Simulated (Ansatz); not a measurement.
# SiNi3 in Ansatz: the effect of functional

Crystal: SiNi3.

```
CELL_PARAMETERS angstrom
3.49413 0.00000 0.00000
0.00000 3.49413 0.00000
0.00000 0.00000 3.49413
ATOMIC_POSITIONS crystal
Ni 0.50000 0.50000 0.00000
Ni 0.50000 0.00000 0.50000
Ni 0.00000 0.50000 0.50000
Si 0.00000 0.00000 0.00000
```

The cell isn't the ideal one: volume scaled by 0.96.

Alike in all runs:

| Item | Value |
| --- | --- |
| Program | Ansatz 0.2.0 |
| Task | single point |
| Potentials or basis | Ansatz PAW |
| k mesh | 8 × 8 × 8 |
| Occupations | fermi-dirac, width 0.05 eV |
| Spin | collinear spin, ferromagnetic start |
| Starting moments | [1.0, 1.0, 1.0, 0.0] μB |

```tsv
functional	cutoff	pressure (GPa)	moment (μB)
LDA	420 eV (not typed: the program's choice for these potentials)	-13.0	0.00
r2SCAN	500 eV (not typed: the program's choice for these potentials)	-5.7	0.14
PBE	420 eV (not typed: the program's choice for these potentials)	?	?
```

What does the run with functional PBE give?

Pressure 2.3 GPa; moment 0.00 μB.

Caveats: the starting moments weren't kept; the PAW data sets come from PBE, with cores solved anew for the run's functional, which leaves a small shift of forces and pressure (some runs); the magnetic or orbital state may not be the lowest (some runs).
